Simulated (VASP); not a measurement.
A run of VASP 6.6.1 is set up as follows.

Contents of INCAR:

```
PREC = Accurate
ENCUT = 520
EDIFF = 1E-7
ISMEAR = -1
SIGMA = 0.05
LREAL = F
LASPH = T
NELM = 100
ALGO = Normal
ISIF = 2
LWAVE = F
LCHARG = T
ISPIN = 2
MAGMOM = 2
LORBIT = 11
LMAXMIX = 4
GGA = PE
LELF = T
LVHAR = T
NBANDS = 16
```

The input KPOINTS:

```
regular mesh
0
Gamma
  12 12 12
```

Contents of POSCAR:

```
V
1.0
    0.0000000000      1.8950000000      1.8950000000
    1.8950000000      0.0000000000      1.8950000000
    1.8950000000      1.8950000000      0.0000000000
V
1
Direct
    0.0000000000      0.0000000000      0.0000000000
```

Potentials or basis: VASP PAW PBE potentials, release 64 (V_sv).

The run is started by

```console
$ cat potpaw_PBE.64/V_sv/POTCAR > POTCAR
$ mpirun -np 1 vasp_std > vasp.out
```

**Question.** Estimate the pressure.

**Answer.** 4.0 GPa.

**Question.** What does it give for the net moment?

**Answer.** 0.00 μB per cell.
